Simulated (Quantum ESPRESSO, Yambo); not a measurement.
# Quasiparticle gap of AlAs (F-43m) in Yambo, part 3 of 3

How does a plane-wave GW calculation on AlAs (F-43m) run from the first input to the gap?

Quantum ESPRESSO 7.5 and Yambo 5.3.0; PBE and many-body steps on it, plane waves. Known limits of the many-body steps: not at the basis limit; no spin-orbit coupling; coarse k mesh.

So far. Step 3 (Bands along the symmetry lines): The gap is 1.438 eV, as in the run before at this level. Step 4 (Empty states on the mesh, 4×4×4 mesh, 115 bands): On this mesh the gap is 1.438 eV.

### Step 6. Screening and self-energy, 4×4×4 mesh, 115 bands, screening to 163.3 eV

Now the one-shot GW correction: screening in the RPA, then the self-energy of the levels asked for.

This step: G0W0 on PBE, plane waves, norm-conserving pseudopotentials.

gw1.in reads:

```
HF_and_locXC
gw0
dyson
ppa
em1d
rim_cut
RandQpts= 1000000
RandGvec= 1 RL
EXXRLvcs= 100 Ry
VXCRLvcs= 400 Ry
Chimod= "HARTREE"
% BndsRnXp
 1 | 115 |
%
NGsBlkXp= 12 Ry
% LongDrXp
 1 | 1 | 1 |
%
% GbndRnge
 1 | 115 |
%
DysSolver= "n"
ExtendOut
PPAPntXp= 27.21138 eV
% QPkrange
 1 | 1 | 12 | 15 |
 7 | 7 | 12 | 15 |
%
```

Run with:

```bash
OMP_NUM_THREADS=1 mpirun -n 4 yambo -F gw1.in -J gw1 -C gw1 > gw1.log
```

The program printed:

```text
 Yambo, version 5.3.0

 [02] CORE Variables Setup
 =========================

  [... cell, symmetries and grids as in the set-up ...]

  [02.05] Energies & Occupations
  ==============================

  [X] === General ===
  [X] Electronic Temperature                        :  0.000000  0.000000 [eV K]
  [X] Bosonic    Temperature                        :  0.000000  0.000000 [eV K]
  [X] Finite Temperature mode                       : no
  [X] El. density                                   :  0.57332E+24 [cm-3]
  [X] Fermi Level                                   :  6.999082 [eV]

  [X] === Gaps and Widths ===
  [X] Conduction Band Min                           :  1.438227 [eV]
  [X] Valence Band Max                              :  0.000000 [eV]
  [X] Filled Bands                                  :  13
  [X] Empty Bands                                   :   14  115
  [X] Direct Gap                                    :  2.050208 [eV]
  [X] Direct Gap localized at k                     :  1
  [X] Indirect Gap                                  :  1.438227 [eV]
  [X] Indirect Gap between kpts                     :   1   7
  [X] Last valence band width                       :  2.822586 [eV]
  [X] 1st conduction band width                     :  2.893526 [eV]

 [03] Transferred momenta grid and indexing
 ==========================================

 IBZ Q-points                                      :   8
 BZ  Q-points                                      :   64

 K/Q-points units:
 rlu = crystal or reduced units; cc = cartesian coordinates; iku = interal k-units

 Q [1]          [rlu]:  0.000000  0.000000  0.000000
 Q [2]          [rlu]:  0.81056E-17  0.81056E-17  0.25000
 Q [3]          [rlu]: -0.16211E-16 -0.16211E-16 -0.50000
 Q [4]          [rlu]: -0.97223E-17  0.25000      0.25000
 Q [5]          [rlu]:  0.15221E-16  0.25000      0.50000
 Q [6]          [rlu]: -0.71722E-16  0.25000     -0.25000
 Q [7]          [rlu]:  0.19445E-16 -0.50000     -0.50000
 Q [8]          [rlu]:  0.250000 -0.500000 -0.250000

 [04] Coloumb potential Random Integration (RIM)
 ===============================================

  [04.01] RIM initialization
  ==========================

  * Diagonal components only detected *

  8 x (sBL volume)        :  0.101316 [a.u.]
  sBZ random points       :  1000000
  Points outside the sBZ  :   7968281
  RL volume               :  0.810531 [a.u.]
  Integrated volume       :  0.813757 [a.u.]

  [04.02] RIM integrals
  =====================

  Gamma point sphere radius             :  0.084562 [a.u.]
  Points outside the sphere             :   800476
  [Int_sBZ(q=0) 1/q^2]*(Vol_sBZ)^(-1/3) =:  7.776341
                                 should be <:  7.795600

  Summary of Coulomb integrals for non-metallic bands |Q|[au] RIM/Bare

  Q [1] 0.100000E-4 0.997530 * Q [2] 0.254334 1.068862
  Q [4] 0.293679 1.067204 * Q [6] 0.415325 1.029264
  Q [5] 0.487012 1.022872 * Q [3] 0.508667 1.020326
  Q [7] 0.587358 1.017560 * Q [8] 0.656687 1.014592

 [05] Dipoles
 ============

  [05.01] Setup: observables and procedures
  =========================================

 [06] Dynamic Dielectric Matrix (PPA)
 ====================================

 [WR./gw1//ndb.pp]---------------------------------------------------------------
  Brillouin Zone Q/K grids (IBZ/BZ)                :    8   64    8   64
  RL vectors                                       :   6183 [WF]
  Coulomb cutoff potential                         : none
  Electronic Temperature                           :  0.000000 [K]
  Bosonic    Temperature                           :  0.000000 [K]
  PPA    diel. fun.  energies                      : Perdew, Burke & Ernzerhof(X)+Perdew, Burke & Ernzerhof(C)
  wavefunctions                                    : Perdew, Burke & Ernzerhof(X)+Perdew, Burke & Ernzerhof(C)
  Global Gauge                                     : length
  X matrix size                                    :  229
  X band range                                     :    1  115
  X e/h energy range                               : -1.000000 -1.000000 [eV]
  X Time ordering                                  : R
  X Hxc Kernel                                     : HARTREE
  X Drude frequency                                :  0.000000  0.000000
  X poles                                          :  100.0000 [o/o]
  RL vectors in the sum                            :   6183
  [r,Vnl] included                                 : yes
  Field direction                                  :  0.577350E-5  0.577350E-5  0.577350E-5
  BZ energy Double Grid                            : no
  BZ energy DbGd points                            : 0
  BZ Q point size factor                           : -1.000000
  X Optical Averaged directions                    : none

 [07] Local Exchange-Correlation + Non-Local Fock
 ================================================

 [VXC] Plane waves :   41151
 [EXS] Plane waves :   5161

 QP @ state[ 1 ] K range:  1  1
 QP @ state[ 1 ] b range:  12  15
 QP @ state[ 2 ] K range:   7   7
 QP @ state[ 2 ] b range:  12  15

 [xc] Functional : Perdew, Burke & Ernzerhof(X)+Perdew, Burke & Ernzerhof(C)
 [xc] LIBXC used to calculate xc functional
  PP Number of Atomic Species                      :  2
  NLCC RL compoments                               :   41151
  PP Number of Atomic Species                      :  2
  NLCC RL compoments                               :   41151

 [xc] E_xc :  -24.76065 [Ha]
      E_xc :  -49.52129 [Ry]

  Local XC kind (lXC) : Perdew, Burke & Ernzerhof(X)+Perdew, Burke & Ernzerhof(C)
  Non-Local XC kind (nlXC) : Hartree-Fock

  Corrections @ K [1] :  [eV]
 <12|nlXC|12> = -14.93158 -0.24761E-18 <12|lXC|12> = -13.05898  0.37763E-15
 <13|nlXC|13> = -14.93178 -0.24356E-16 <13|lXC|13> = -13.05898  0.37763E-15
 <14|nlXC|14> = -7.748136 -0.13915E-17 <14|lXC|14> = -11.86046  0.000000
 <15|nlXC|15> = -5.132289 -0.44413E-17 <15|lXC|15> = -9.566490  0.29503E-16

  Corrections @ K [7] :  [eV]
 <12|nlXC|12> = -14.37583  0.65293E-17 <12|lXC|12> = -11.61168  0.47204E-16
 <13|nlXC|13> = -14.37573  0.68968E-17 <13|lXC|13> = -11.61168  0.47204E-16
 <14|nlXC|14> = -4.804412  0.40744E-18 <14|lXC|14> = -8.425286  0.94408E-16
 <15|nlXC|15> = -5.313113  0.30360E-17 <15|lXC|15> = -9.143181  0.14161E-15

 [08] Dyson equation: Newton solver
 ==================================

  [08.01] G0W0 (W PPA)
  ====================

  [  GW  ] Bands range     :    1  115
  [GW/PPA] G damping       :  0.100000 [eV]

  QP @ state[ 1 ] K range:  1  1
  QP @ state[ 1 ] b range:  12  15
  QP @ state[ 2 ] K range:   7   7
  QP @ state[ 2 ] b range:  12  15

   Sc/G bands                                       :    1  115
   Sc/G damping                                     :  0.100000 ev
   Sc bands terminator                              : no
   Sx RL components                                 :   5161

   QP @ state[ 1 ] K range                          :  1  1
   QP @ state[ 1 ] b range                          :  12  15
   QP @ state[ 2 ] K range                          :   7   7
   QP @ state[ 2 ] b range                          :  12  15
   GF energies kind                                 : Perdew, Burke & Ernzerhof(X)+Perdew, Burke & Ernzerhof(C)
   GF WF`s kind                                     : Perdew, Burke & Ernzerhof(X)+Perdew, Burke & Ernzerhof(C)
   Xs energies kind                                 : Perdew, Burke & Ernzerhof(X)+Perdew, Burke & Ernzerhof(C)
   Xs WF`s kind                                     : Perdew, Burke & Ernzerhof(X)+Perdew, Burke & Ernzerhof(C)

 [11] Game Over & Game summary
```

The job ended after 85 s (4 MPI ranks of Arm Neoverse V1, shared host; peak memory 1.8 GiB).

Numbers from this step:

```
G0W0 gap on the points computed              : 1.956 eV
starting gap on the mesh                     : 1.438 eV
k of the valence top                         : 0, 0, 0
k of the conduction bottom                   : 0, -0.5, -0.5
least direct G0W0 gap on the computed points : 2.821 eV
Z at the valence top                         : 0.7874
Z at the conduction bottom                   : 0.8042
```

The gap on the mesh goes from 1.44 eV to 1.96 eV, a correction of +0.52 eV.

Limits: finite bands, cutoff and mesh; no spin-orbit coupling; coarse k mesh. v1 is the top filled band, c1 the lowest empty one. Levels before and after the correction, in eV, zero at the valence-band top of each column:

```tsv
	conduction bottom	valence top
Kohn-Sham	1.44	0.00
G0W0	1.96	0.00
```

```tsv
	level	energy (eV)
Kohn-Sham	Γ v2-v1	0.000
Kohn-Sham	Γ c1	2.050
Kohn-Sham	Γ c2	4.292
Kohn-Sham	(0 -0.5 -0.5) v2-v1	-2.173
Kohn-Sham	(0 -0.5 -0.5) c1	1.438
Kohn-Sham	(0 -0.5 -0.5) c2	2.301
G0W0	Γ v2-v1	0.000
G0W0	Γ c1	2.821
G0W0	Γ c2	4.972
G0W0	(0 -0.5 -0.5) v2-v1	-2.372
G0W0	(0 -0.5 -0.5) c1	1.956
G0W0	(0 -0.5 -0.5) c2	2.946
```

### Step 7. Where the time went

Times are wall times on the hardware named with each run, good to a factor of about two.

```tsv
step	time	share	memory (GiB)
ground state	7.9 s	7 %	0.34
bands along the symmetry lines	6.7 s	6 %	0.3
empty states on the mesh	11 s	9 %	0.46
conversion and set-up	3.3 s	3 %	0.26
screening and self-energy	85 s	75 %	1.8
```

### Step 8. Outcome

| Quantity | Value |
| --- | --- |
| PBE gap | 1.44 eV, indirect |
| G0W0 gap on the mesh | 1.96 eV |
| GW settings | 4×4×4 mesh, 115 bands, screening to 163.3 eV, Godby-Needs plasmon pole |
| known limits | not at the basis limit; no spin-orbit coupling; coarse k mesh |

G0W0 moves the gap on the mesh from 1.44 eV to 1.96 eV (+0.52 eV), with Z of 0.79 and 0.80 at the edges. Only 2 of the mesh's irreducible points were corrected, so a valley elsewhere could overtake. The dearest step here is «screening and self-energy». Against experiment, by G0W0@PBE: the direct gap of 2.82 eV lies −0.20 eV from the measured 3.018 eV (direct, 300 K, quoted 2023). An exciton line or allowed optical edge lies below the quasiparticle gap by the binding energy; a forbidden edge can push the onset above it. The calculation has static nuclei and no excitons; a measured gap holds zero-point and thermal motion, which mostly lowers it. Bands and cutoff are finite, so the gap is not at the basis limit. The miss can reach some tenths of an eV and take either sign; the mesh is an error of its own. In the G0W0 run levels were corrected at 2 k points alone, so a gap called «on the mesh» is the least over those, and an edge elsewhere would be missed. The 4×4×4 mesh is coarse for this cell, which bears on the long-range parts of exchange and screening. The many-body steps are scalar-relativistic: spin-orbit coupling is not in them.

[Paths, hosts, dates, memory and timing lines, banners, echoed tables and standing remarks are left out of the program output.]

[Logs are printed without paths, hosts, clocks, repeated set-up lines and the standing remarks that a program may print on its own settings, such as how far it seeks lower states.]

[Runs of the session that timed out or met a known fault of the program may be left out.]

[Hosts, paths, dates, database ids (printed as entryN), source tags and the programs' standing remarks are cut or masked in the printed files.]
